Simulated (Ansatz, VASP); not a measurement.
# PtSe2 (Sudovikovite): VASP beside Ansatz

```
Pt Se
1.0
     3.72400    0.00000    0.00000
    -1.86200    3.22508    0.00000
     0.00000    0.00000    5.06200
Pt Se
1 2
Direct
  0.00000 0.00000 0.00000
  0.33333 0.66667 0.25000
  0.66667 0.33333 0.75000
```

Alike in both runs: task single point; functional PBE; k mesh 9 × 9 × 6; no spin polarisation.

```csv
,VASP,Ansatz
version,VASP 6.6.1,Ansatz 0.2.0
potentials or method,"VASP PAW PBE potentials, release 64 (Pt, Se)","plane waves, PAW"
plane-wave cutoff (eV),520,420
occupations,"methfessel-paxton of order 1, width 0.1 eV","cold, width 0.1 eV"
valence electrons in the cell,22,50
```

Ansatz gave:

```
gap on the k mesh at the Fermi level (eV)       : none
pressure (GPa)                                  : 7.3
largest component of the traceless stress (GPa) : 1.27
rms of the force components (eV/Å)              : 0.272
```

Question: Which values does VASP return?

Answer: gap on the k mesh at the Fermi level (eV): none; pressure (GPa): 7.3; largest component of the traceless stress (GPa): 1.27; rms of the force components (eV/Å): 0.274.

Atom by atom the forces differ by 0.002 eV/Å (rms over components). A gap of «none» marks a metal or a gap that the smearing closes. The two sets of potentials don't hold the same shells in valence.

The runs have no spin-orbit coupling, so splittings on Pt are missing.
